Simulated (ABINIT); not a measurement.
Input of an ABINIT 10.8.3 (patched build) run:

Contents of run.abi:

```
# Pseudopotentials
pp_dirpath "./"
pseudos "Ga.GGA_PBE-JTH.xml, N.GGA_PBE-JTH.xml"

# Structure
acell 3*1.0 Angstrom
rprim
     0.0000000000     2.2535006075     2.2535006075
     2.2535006075     0.0000000000     2.2535006075
     2.2535006075     2.2535006075     0.0000000000
ntypat 2
znucl 31 7
natom 2
typat 1 2
xred
     0.0000000000     0.0000000000     0.0000000000
     0.2500000000     0.2500000000     0.2500000000

# Plane-wave basis
ecut 25.0
pawecutdg 47.0

# k points
kptopt 1
ngkpt 6 6 6
nshiftk 1
shiftk 0.0 0.0 0.0

# Exchange and correlation
ixc -116133

# Bands and occupations
nband 13
occopt 3
tsmear 0.05 eV

# SCF cycle
nstep 100
tolvrs 1.0e-9

# Output
iomode 3
prtwf 0
prtden 0
prteig 0
prtebands 0
prtvol 2
```

Potentials or basis: JTH PAW PBE v2.0.

Run with:

```bash
$ abinit run.abi > log 2>&1
```

Task: What does it give for the band gap on the k mesh?

Result: 1.66 eV, direct.

**Measured values to compare with.**

A printed reference work, textbook reports, for a bulk crystal of GaN at 0 K: band gap 3.299 eV (direct).

Measured gap of GaN: 3.299 eV (direct; 0 K; a printed reference work, textbook). This calculation gives 1.66 eV (-1.64 eV). Spin-orbit coupling on Ga is left out. The value is that of PBEsol, without temperature or zero-point motion. Semilocal functionals fall short of measured gaps as a rule. The cell is a database's relaxed one, not the measured one, which moves gaps too.
